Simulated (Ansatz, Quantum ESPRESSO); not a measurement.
# Complex bands of LiH, rock salt type, lattice constant set to 3.802 Å, part 2 of 4

Wanted: the complex band structure of LiH, rock salt type, lattice constant set to 3.802 Å, as for a tunnel barrier.

Quantum ESPRESSO 7.5; plane-wave DFT, PBEsol, GBRV ultrasoft pseudopotentials; cross-check by Ansatz 0.2.0 with PAW datasets.

So far. Step 2 (Self-consistent run): The run needed 10 iterations to bring the estimated error under 1e-09 Ry.

### 3. Complex band structure

Level of this step: complex band structure by pwcond; plane-wave DFT, PBEsol, GBRV ultrasoft pseudopotentials (Quantum ESPRESSO).

ikind = 0 solves one period of the crystal for all kz, real and complex, at each energy and k across. ewind and epsproj trim the two-dimensional plane-wave basis; nz1 sets the subslabs.

Input file cbs.in:

```
&inputcond
  outdir = './out'
  prefixl = 'scf'
  band_file = 'cbs'
  ikind = 0
  ewind = 4.0
  epsproj = 1e-05
  nz1 = 7
  energy0 = 6.9
  denergy = -0.23
/
4
  0.00000000 0.00000000 1.00000000
  0.50000000 0.00000000 1.00000000
  0.50000000 0.50000000 1.00000000
  0.25000000 0.00000000 1.00000000
40
```

Started as:

```sh
$ OMP_NUM_THREADS=1 mpirun -n 2 pwcond.x -in cbs.in > cbs.out
```

Log:

```text
[banner, memory and clock lines left out]
Program PWCOND v.7.5 starts

          URL

     ./out/scf.save/

     IMPORTANT: XC functional enforced from input :
     Exchange-correlation= PBESOL
                           (   1   4  10   8   0   0   0)
     Any further DFT definition will be discarded
     Please, verify this is what you really want

     Reading collected, re-writing distributed wavefunctions

===== INPUT FILE containing the left lead =====

     GEOMETRY:

     lattice parameter (alat)  =       5.0804  a.u.
     the volume                =     185.4398 (a.u.)^3
     the cross section         =      25.8102 (a.u.)^2
     l of the unit cell        =       1.4142 (alat)
     number of atoms/cell      =            4
     number of atomic types    =            2

     crystal axes: (cart. coord. in units of alat)
               a(1) = (  1.0000  0.0000  0.0000 )
               a(2) = (  0.0000  1.0000  0.0000 )
               a(3) = (  0.0000  0.0000  1.4142 )

   Cartesian axes

     site n.     atom                  positions (alat units)
          1        Li     tau(  1)=(  0.0000  0.0000  1.4142  )
          2        H      tau(  2)=(  0.5000  0.5000  1.4142  )
          3        Li     tau(  3)=(  0.5000  0.5000  0.7071  )
          4        H      tau(  4)=(  0.0000  0.0000  0.7071  )

     nr1s                      =           24
     nr2s                      =           24
     nr3s                      =           30
     nr1sx                     =           24
     nr2sx                     =           24
     nr3sx                     =           30
     nr1                       =           24
     nr2                       =           24
     nr3                       =           36
     nr1x                      =           24
     nr2x                      =           24
     nr3x                      =           36

 _______________________________
  Radii of nonlocal spheres:

     type       ibeta     ang. mom.          radius (alat units)
       Li         1         0                    0.3969
       Li         2         0                    0.3969
       Li         3         0                    0.3969
       Li         4         1                    0.3969
       Li         5         1                    0.3969
       H          1         0                    0.2367
       H          2         0                    0.2367
----- General information -----

----- Complex band structure calculation -----

     nrx                       =           24
     nry                       =           24
     nz1                       =            7

     energy0               =         6.9E+00
     denergy               =        -2.3E-01
     nenergy               =         40
     ecut2d                =         4.0E+01
     ewind                 =         4.0E+00
     epsproj               =         1.0E-05

     number of k_|| points=    4
                       cryst. coord.
        k(    1) = (   0.0000000   0.0000000), wk =   0.2500000
        k(    2) = (   0.5000000   0.0000000), wk =   0.2500000
        k(    3) = (   0.5000000   0.5000000), wk =   0.2500000
        k(    4) = (   0.2500000   0.0000000), wk =   0.2500000
----- Information about left lead -----

     nocros                   =           11
     noins                    =           11
     norb                     =           33
     norbf                    =           33
     nrz                      =           30

      iorb      type   ibeta   ang. mom.   m       position (alat)
        1        1       1        0        1   taunew(   1)=(  0.0000  0.0000  0.0000)
        2        1       2        0        1   taunew(   2)=(  0.0000  0.0000  0.0000)
        3        1       3        0        1   taunew(   3)=(  0.0000  0.0000  0.0000)
        4        1       4        1        1   taunew(   4)=(  0.0000  0.0000  0.0000)
        5        1       4        1        2   taunew(   5)=(  0.0000  0.0000  0.0000)
        6        1       4        1        3   taunew(   6)=(  0.0000  0.0000  0.0000)
        7        1       5        1        1   taunew(   7)=(  0.0000  0.0000  0.0000)
        8        1       5        1        2   taunew(   8)=(  0.0000  0.0000  0.0000)
        9        1       5        1        3   taunew(   9)=(  0.0000  0.0000  0.0000)
       10        2       1        0        1   taunew(  10)=(  0.5000  0.5000  0.0000)
       11        2       2        0        1   taunew(  11)=(  0.5000  0.5000  0.0000)
       12        1       1        0        1   taunew(  12)=(  0.5000  0.5000  0.7071)
       13        1       2        0        1   taunew(  13)=(  0.5000  0.5000  0.7071)
       14        1       3        0        1   taunew(  14)=(  0.5000  0.5000  0.7071)
       15        1       4        1        1   taunew(  15)=(  0.5000  0.5000  0.7071)
       16        1       4        1        2   taunew(  16)=(  0.5000  0.5000  0.7071)
       17        1       4        1        3   taunew(  17)=(  0.5000  0.5000  0.7071)
       18        1       5        1        1   taunew(  18)=(  0.5000  0.5000  0.7071)
       19        1       5        1        2   taunew(  19)=(  0.5000  0.5000  0.7071)
       20        1       5        1        3   taunew(  20)=(  0.5000  0.5000  0.7071)
       21        2       1        0        1   taunew(  21)=(  0.0000  0.0000  0.7071)
       22        2       2        0        1   taunew(  22)=(  0.0000  0.0000  0.7071)
       23        1       1        0        1   taunew(  23)=(  0.0000  0.0000  1.4142)
       24        1       2        0        1   taunew(  24)=(  0.0000  0.0000  1.4142)
       25        1       3        0        1   taunew(  25)=(  0.0000  0.0000  1.4142)
       26        1       4        1        1   taunew(  26)=(  0.0000  0.0000  1.4142)
       27        1       4        1        2   taunew(  27)=(  0.0000  0.0000  1.4142)
       28        1       4        1        3   taunew(  28)=(  0.0000  0.0000  1.4142)
       29        1       5        1        1   taunew(  29)=(  0.0000  0.0000  1.4142)
       30        1       5        1        2   taunew(  30)=(  0.0000  0.0000  1.4142)
       31        1       5        1        3   taunew(  31)=(  0.0000  0.0000  1.4142)
       32        2       1        0        1   taunew(  32)=(  0.5000  0.5000  1.4142)
       33        2       2        0        1   taunew(  33)=(  0.5000  0.5000  1.4142)
    k slab    z(k)  z(k+1)     crossing(iorb=1,norb)
    1   0.0000 0.0471 0.0471   111111111110000000000000000000000
    2   0.0471 0.0943 0.0471   111111111110000000000000000000000
    3   0.0943 0.1414 0.0471   111111111110000000000000000000000
    4   0.1414 0.1886 0.0471   111111111110000000000000000000000
    5   0.1886 0.2357 0.0471   111111111110000000000000000000000
    6   0.2357 0.2828 0.0471   111111111110000000000000000000000
    7   0.2828 0.3300 0.0471   111111111001111111110000000000000
    8   0.3300 0.3771 0.0471   111111111001111111110000000000000
    9   0.3771 0.4243 0.0471   111111111001111111110000000000000
   10   0.4243 0.4714 0.0471   000000000001111111111100000000000
   11   0.4714 0.5185 0.0471   000000000001111111111100000000000
   12   0.5185 0.5657 0.0471   000000000001111111111100000000000
   13   0.5657 0.6128 0.0471   000000000001111111111100000000000
   14   0.6128 0.6600 0.0471   000000000001111111111100000000000
   15   0.6600 0.7071 0.0471   000000000001111111111100000000000
   16   0.7071 0.7542 0.0471   000000000001111111111100000000000
   17   0.7542 0.8014 0.0471   000000000001111111111100000000000
   18   0.8014 0.8485 0.0471   000000000001111111111100000000000
   19   0.8485 0.8957 0.0471   000000000001111111111100000000000
   20   0.8957 0.9428 0.0471   000000000001111111111100000000000
   21   0.9428 0.9899 0.0471   000000000001111111111100000000000
   22   0.9899 1.0371 0.0471   000000000001111111110011111111100
   23   1.0371 1.0842 0.0471   000000000001111111110011111111100
   24   1.0842 1.1314 0.0471   000000000001111111110011111111100
   25   1.1314 1.1785 0.0471   000000000000000000000011111111111
   26   1.1785 1.2257 0.0471   000000000000000000000011111111111
   27   1.2257 1.2728 0.0471   000000000000000000000011111111111
   28   1.2728 1.3199 0.0471   000000000000000000000011111111111
   29   1.3199 1.3671 0.0471   000000000000000000000011111111111
   30   1.3671 1.4142 0.0471   000000000000000000000011111111111
 ngper, shell number =           89          15
 ngper, n2d =           89          40
---  E-Ef =    6.9000000  k =    0.0000000   0.0000000
---  ie =          1  ik =          1
 Nchannels of the left tip =            1
 Right moving states:
   k1(2pi/a)   k2(2pi/a)   E-Ef (eV)
   0.2902289   0.0000000   6.9000000
 Left moving states:
   k1(2pi/a)   k2(2pi/a)   E-Ef (eV)
  -0.2902289  -0.0000000   6.9000000

---  E-Ef =    6.6700000  k =    0.0000000   0.0000000
---  ie =          2  ik =          1
 Nchannels of the left tip =            1
 Right moving states:
   k1(2pi/a)   k2(2pi/a)   E-Ef (eV)
   0.2789050   0.0000000   6.6700000
 Left moving states:
   k1(2pi/a)   k2(2pi/a)   E-Ef (eV)
  -0.2789050  -0.0000000   6.6700000
[... further energies and points left out ...]
---  E-Ef =   -1.8400000  k =    0.2500000   0.0000000
---  ie =         39  ik =          4
 Nchannels of the left tip =            1
 Right moving states:
   k1(2pi/a)   k2(2pi/a)   E-Ef (eV)
  -0.2123315   0.0000000  -1.8400000
 Left moving states:
   k1(2pi/a)   k2(2pi/a)   E-Ef (eV)
   0.2123315   0.0000000  -1.8400000

---  E-Ef =   -2.0700000  k =    0.2500000   0.0000000
---  ie =         40  ik =          4
 Nchannels of the left tip =            1
 Right moving states:
   k1(2pi/a)   k2(2pi/a)   E-Ef (eV)
  -0.2405034  -0.0000000  -2.0700000
 Left moving states:
   k1(2pi/a)   k2(2pi/a)   E-Ef (eV)
   0.2405033   0.0000000  -2.0700000

Note: The following floating-point exceptions are signalling: IEEE_UNDERFLOW_FLAG
Note: The following floating-point exceptions are signalling: IEEE_UNDERFLOW_FLAG
```

Elapsed: 18 s, on 2 MPI ranks of Arm Neoverse N1, shared host; peak memory 0.09 GiB; 35 s of CPU time.

This step gave:

| Item | Value |
| --- | --- |
| peak of the smallest κ at the zone centre | 0.132 Å⁻¹ |
| energy of the peak at the zone centre | 1.15 eV |
| peak of the smallest κ at (1/2, 1/2) | 0.619 Å⁻¹ |
| peak of the smallest κ at (1/4, 0) | 0.276 Å⁻¹ |

K across = (0, 0) in the cell's reciprocal vectors; values within 0.0025 1/Å of each other count once, columns are sorted by size at each energy, a dash where no further value was kept. Im kz of the slowest decaying states against energy, zero at the highest filled level of the SCF mesh:

```csv
energy (eV),decay 1 (Å⁻¹),decay 2 (Å⁻¹),decay 3 (Å⁻¹)
-2.07,1.90,1.95,2.10
-1.84,1.88,1.96,2.08
-1.38,1.85,2.02,2.06
-1.15,1.83,2.04,2.04
-0.92,1.82,2.03,2.03
-0.46,1.78,2.00,2.01
-0.23,1.76,1.98,2.00
0.00,1.75,1.97,2.00
0.46,0.105,1.71,1.93
0.69,0.12,1.69,1.92
0.92,0.129,1.68,1.90
1.38,0.132,1.64,1.87
1.61,0.127,1.62,1.85
1.84,0.118,1.60,1.84
2.30,0.081,1.56,1.80
2.53,0.039,1.54,1.79
2.99,1.50,1.75,1.87
3.22,1.48,1.74,1.86
3.45,1.46,1.72,1.85
3.91,1.42,1.68,1.83
4.14,1.40,1.67,1.82
4.37,1.38,1.65,1.81
4.83,1.33,1.61,1.78
5.06,1.31,1.59,1.77
5.29,1.28,1.57,1.76
5.75,1.23,1.53,1.74
5.98,1.21,1.51,1.73
6.21,1.18,1.49,1.71
6.67,1.13,1.45,1.69
6.90,1.10,1.43,1.68
```

K across = (0, 0) in the cell's reciprocal vectors. Re kz of states that move upwards, channel 1 against energy, zero at the highest filled level of the SCF mesh:

```csv
energy (eV),"Re kz of states that move upwards, channel 1 (Å⁻¹)"
-2.07,-0.371
-1.61,-0.303
-1.15,-0.236
-0.69,-0.167
-0.46,-0.130
0.00,-0.00208
0.46,-
0.92,-
1.38,-
1.84,-
2.30,-
2.53,-
2.99,0.106
3.45,0.164
3.91,0.214
4.37,0.260
4.83,0.303
5.29,0.344
5.52,0.364
5.98,0.404
6.44,0.442
6.90,0.480
```

K across = (1/2, 0) in the cell's reciprocal vectors; values within 0.0025 1/Å of each other count once, columns are sorted by size at each energy, a dash where no further value was kept. Im kz of the slowest decaying states against energy, zero at the highest filled level of the SCF mesh:

```
energy (eV)  decay 1 (Å⁻¹)  decay 2 (Å⁻¹)  decay 3 (Å⁻¹)
      -2.07           1.23           2.23           3.16
      -1.84           1.24           2.22           3.15
      -1.61           1.25           2.20           3.15
      -1.38           1.25           2.19           3.13
      -1.15           1.25           2.17           3.12
      -0.92           1.25           2.16           3.12
      -0.69           1.24           2.15           3.11
      -0.46           1.24           2.13           3.10
      -0.23           1.15           1.32           2.12
       0.00            1.1           1.35           2.10
       0.46           1.03           1.39           2.08
       0.69          0.996           1.40           2.06
       0.92          0.965           1.41           2.05
       1.15          0.935           1.42           2.03
       1.38          0.904           1.42           2.02
       1.61          0.873           1.43              2
       1.84          0.842           1.43           1.99
       2.07           0.81           1.43           1.97
       2.30          0.777           1.43           1.95
       2.53          0.743           1.43           1.94
       2.76          0.708           1.43           1.92
       2.99          0.672           1.43           1.91
       3.22          0.633           1.43           1.89
       3.45          0.592           1.42           1.88
       3.68          0.549           1.42           1.86
       3.91          0.502           1.42           1.84
       4.14           0.45           1.41           1.82
       4.37          0.391           1.41           1.81
       4.83          0.232           1.40           1.77
       5.06          0.066           1.39           1.76
       5.29           1.38           1.74           2.84
       5.52           1.38           1.72           2.83
       5.75           1.37           1.70           2.82
       5.98           1.36           1.69           2.81
       6.21           1.35           1.67           2.79
       6.44           1.35           1.65           2.78
       6.67           1.34           1.63           2.77
       6.90           1.33           1.61           2.76
```

K across = (1/2, 1/2) in the cell's reciprocal vectors; values within 0.0025 1/Å of each other count once, columns are sorted by size at each energy, a dash where no further value was kept. The Im kz of the slowest decaying states by energy, zero at the highest filled level of the SCF mesh:

```
energy (eV)  decay 1 (Å⁻¹)  decay 2 (Å⁻¹)  decay 3 (Å⁻¹)
      -2.07          0.912           1.11           3.02
      -1.84          0.867           1.08           3.01
      -1.61          0.818           1.06           3.00
      -1.38          0.761           1.03           2.99
      -1.15          0.694          0.997           2.98
      -0.92          0.611          0.966           2.96
      -0.69            0.5          0.934           2.95
      -0.46          0.318          0.901           2.94
      -0.23          0.866           2.93           3.22
       0.00           0.83           2.92           3.21
       0.46          0.495          0.753           2.90
       0.69          0.568          0.711           2.89
       0.92          0.619          0.667           2.88
       1.15          0.619          0.658           2.86
       1.38          0.568          0.688           2.85
       1.61          0.511          0.712           2.84
       1.84          0.447          0.732           2.83
       2.07          0.373          0.748           2.82
       2.30          0.279          0.761           2.81
       2.53          0.128          0.771           2.79
       2.76           0.78           2.78           3.10
       2.99          0.786           2.77           3.09
       3.22          0.791           2.76           3.08
       3.45          0.794           2.75           3.07
       3.68          0.797           2.73           3.06
       3.91          0.798           2.72           3.05
       4.14          0.797           2.71           3.04
       4.37          0.796           2.69           3.03
       4.83          0.791           2.67           3.01
       5.06          0.787           2.66           3.00
       5.29          0.783           2.65           2.99
       5.52          0.777           2.63           2.98
       5.75          0.771           2.62           2.97
       5.98          0.764           2.61           2.96
       6.21          0.756           2.59           2.95
       6.44          0.747           2.58              -
       6.67          0.738           2.57           2.93
       6.90          0.728           2.55           2.92
```

K across = (1/4, 0) in the cell's reciprocal vectors; values within 0.0025 1/Å of each other count once, columns are sorted by size at each energy, a dash where no further value was kept. The Im kz of the slowest decaying states by energy, zero at the highest filled level of the SCF mesh:

| energy (eV) | decay 1 (Å⁻¹) | decay 2 (Å⁻¹) | decay 3 (Å⁻¹) |
| --- | --- | --- | --- |
| -2.07 | 1.59 | 1.88 | 1.99 |
| -1.84 | 1.57 | 1.88 | 1.97 |
| -1.38 | 1.53 | 1.86 | 1.94 |
| -1.15 | 1.51 | 1.85 | 1.92 |
| -0.92 | 1.49 | 1.84 | 1.91 |
| -0.46 | 0.128 | 1.44 | 1.83 |
| -0.23 | 0.174 | 1.42 | 1.82 |
| 0.00 | 0.206 | 1.39 | 1.81 |
| 0.46 | 0.246 | 1.34 | 1.79 |
| 0.69 | 0.258 | 1.32 | 1.78 |
| 0.92 | 0.267 | 1.29 | 1.77 |
| 1.38 | 0.276 | 1.24 | 1.74 |
| 1.61 | 0.276 | 1.21 | 1.72 |
| 1.84 | 0.273 | 1.19 | 1.71 |
| 2.30 | 0.26 | 1.13 | 1.67 |
| 2.53 | 0.249 | 1.10 | 1.65 |
| 2.99 | 0.216 | 1.04 | 1.61 |
| 3.22 | 0.192 | 1.00 | 1.59 |
| 3.45 | 0.159 | 0.97 | 1.57 |
| 3.91 | 0.901 | 1.54 | 1.64 |
| 4.14 | 0.866 | 1.52 | 1.63 |
| 4.37 | 0.829 | 1.50 | 1.62 |
| 4.83 | 0.753 | 1.45 | 1.60 |
| 5.06 | 0.713 | 1.43 | 1.58 |
| 5.29 | 0.673 | 1.41 | 1.57 |
| 5.75 | 0.591 | 1.37 | 1.55 |
| 5.98 | 0.549 | 1.34 | 1.54 |
| 6.21 | 0.507 | 1.32 | 1.52 |
| 6.67 | 0.42 | 1.27 | 1.5 |
| 6.90 | 0.374 | 1.25 | 1.49 |

(Part 2 of 4 ends here.)

[Logs are printed without paths, hosts, clocks, repeated set-up lines and the standing remarks that a program may print on its own settings, such as how far it seeks lower states.]

[Hosts, paths, dates, database ids (printed as entryN), source tags and the programs' standing remarks are cut or masked in the printed files.]

[Maps of the electrostatic potential energy from Ansatz leave out the sawtooth potential of an applied field or a dipole correction, so their vacuum need not be flat; planar profiles and work functions include it.]
